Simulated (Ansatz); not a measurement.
# 6 trial structures of BN

6 cells of BN were relaxed with r2SCAN in Ansatz 0.2.0. Computed values for non-magnetic cells; some structures come from databases, others from prototypes and may be hypothetical.

- 4H polytype: the symmetry is P6_3mc (No. 186, hexagonal); a = 2.548 Å, c = 8.375 Å in the conventional setting, 5.89 Å³ an atom. B has 4 N at 1.56 Å; B has 4 N at 1.56–1.58 Å; N has 4 B at 1.56 Å; N has 4 B at 1.56–1.58 Å.
- CsCl type: the symmetry is Pm-3m (No. 221, cubic); a = 2.315 Å in the conventional setting, 6.20 Å³ an atom. B is surrounded by 8 N at 2.00 Å; N is surrounded by 8 B at 2.00 Å.
- h-MgO type (coordination lost): the symmetry is P6_3/mmc (No. 194, hexagonal); a = 2.501 Å, c = 6.893 Å in the conventional setting, 9.33 Å³ an atom. B is surrounded by 3 N at 1.44 Å; N is surrounded by 3 B at 1.44 Å.
- NiAs type: space group P6_3/mmc (No. 194), hexagonal; conventional cell a = 2.491 Å, c = 4.001 Å, 5.38 Å³ an atom. B is surrounded by 6 N at 1.75 Å; N is surrounded by 6 B at 1.75 Å.
- wurtzite: it is hexagonal, P6_3mc (No. 186); conventional cell a = 2.544 Å, c = 4.208 Å, 5.90 Å³ an atom. Around B lie 4 N at 1.56–1.58 Å; around N lie 4 B at 1.56–1.58 Å.
- zincblende: it is cubic, F-43m (No. 216); conventional cell a = 3.610 Å, 5.88 Å³ an atom. Around B lie 4 N at 1.56 Å; around N lie 4 B at 1.56 Å.

Energies are counted from the lowest cell, each relaxed with the functional named (k spacing about 0.3 1/Å); gaps are on the r2SCAN cells (d direct, i indirect).
```
                     structure  space group  volume (Å³/atom)  E, r2SCAN (meV/atom)            gap, PBE (eV)         gap, r2SCAN (eV)          gap, HSE06 (eV)           gap, PBE0 (eV)
                   4H polytype       P6_3mc              5.89                    67           5.53 i (Γ → M)           6.08 i (Γ → M)           6.91 i (Γ → M)           7.68 i (Γ → M)
                     CsCl type        Pm-3m              6.20                  4098      none (overlap 3.33)      none (overlap 3.44)                        –                        –
h-MgO type (coordination lost)     P6_3/mmc              9.33                     0  4.33 i (M–K (0.90) → M)           4.89 i (H → M)           5.65 i (H → M)           6.40 i (H → M)
                     NiAs type     P6_3/mmc              5.38                  1942  1.58 i (Γ–M (0.33) → K)  1.82 i (Γ–M (0.36) → K)  2.60 i (Γ–M (0.36) → K)  3.33 i (Γ–M (0.36) → K)
                      wurtzite       P6_3mc              5.90                    78           5.21 i (Γ → K)           5.75 i (Γ → K)           6.53 i (Γ → K)           7.29 i (Γ → K)
                    zincblende        F-43m              5.88                    59           4.48 i (Γ → X)           5.00 i (Γ → X)           5.79 i (Γ → X)           6.56 i (Γ → X)
```

Among these cells the lowest with r2SCAN is h-MgO type (coordination lost), 59 meV an atom below the next, zincblende. Other structures, not computed here, could lie lower. The start from another database entry ended in the same structure as one of these cells.

Against h-MgO type (coordination lost) (HSE06 gap 5.65 eV): 4H polytype +1.26 eV at -36.9 % volume; NiAs type -3.05 eV at -42.4 % volume; wurtzite +0.88 eV at -36.8 % volume; zincblende +0.14 eV at -37.0 % volume.

Overlapping bands make a metal at that level, for which these meshes are coarse; small forces, stresses and energy differences are uncertain.

Where an edge lies off the special points, it is a point of the mesh or the k point where a search put PBE's edge or least direct gap, reused for the other functionals, whose own edges may lie a little apart.

The meshes of the hybrids are coarse, so their gaps aren't converged to the digits shown.
